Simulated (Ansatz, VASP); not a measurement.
**Si: VASP beside Ansatz**

File INCAR:

```
ALGO     = Normal         # electronic algorithm
EDIFF    = 1E-7           # SCF threshold, eV
ENCUT    = 520            # plane-wave cutoff, eV
ISIF     = 2              # what is computed and relaxed
ISMEAR   = 0              # smearing method
LASPH    = T              # aspherical terms in the spheres
LCHARG   = T              # write CHGCAR
LELF     = T              # ELF
LREAL    = F              # projectors in reciprocal space
LVHAR    = T            
LWAVE    = F              # write WAVECAR
NBANDS   = 11             # bands
NELM     = 80             # most SCF steps
PREC     = Accurate       # precision mode
SIGMA    = 0.05           # smearing width, eV
```

The input KPOINTS:

```
k-points
0
Gamma
  12 12 12
```

Contents of POSCAR:

```
Si
1.0
    0.0000000000      2.6569702476      2.8575715013
    2.6569702476      0.0000000000      2.8575715013
    2.6569702476      2.6569702476      0.0000000000
Si
2
Direct
    0.5000000000      0.5000000000      0.5000000000
    0.7500000000      0.7500000000      0.7500000000
```

Input for Ansatz:

```yaml
crystal:
  lattice:
    - [0.0, 2.6569702476, 2.8575715013]
    - [2.6569702476, 0.0, 2.8575715013]
    - [2.6569702476, 2.6569702476, 0.0]
  atoms:
    - { symbol: Si, position: [0.5, 0.5, 0.5] }
    - { symbol: Si, position: [0.75, 0.75, 0.75] }
basis:
  ecutwfc: 420
kpoints:
  mp_grid: { grid: [12, 12, 12] }
hamiltonian:
  xc: lda
  pseudopotentials: { kind: paw, azcp: { folder: soft_1 } }
scf:
  occupations: { method: gaussian, width: 0.05 }
output:
  forces: true
  stress: true
  eigenvalues: true
```

Alike in both runs: task single point; functional LDA; k mesh 12 × 12 × 12; occupations gaussian, width 0.05 eV; no spin polarisation.

|  | VASP | Ansatz |
| --- | --- | --- |
| version | VASP 6.6.1 | Ansatz 0.2.0 |
| potentials or method | VASP PAW LDA potentials, release 64 (Si) | scalar-relativistic, plane waves, PAW |
| plane-wave cutoff (eV) | 520 | 420 |
| valence electrons in the cell | 8 | 8 |

Ansatz gave:

```
gap on the k mesh at the Fermi level (eV)       : 0.09
least direct gap on the mesh (eV)               : 2.02
pressure (GPa)                                  : -2.3
largest component of the traceless stress (GPa) : 5.24
```

Q: Which values does VASP return?

A: gap on the k mesh at the Fermi level (eV): 0.09; least direct gap on the mesh (eV): 2.03; pressure (GPa): -2.3; largest component of the traceless stress (GPa): 5.24.

Ansatz warned: «pseudo_functional_mismatch».
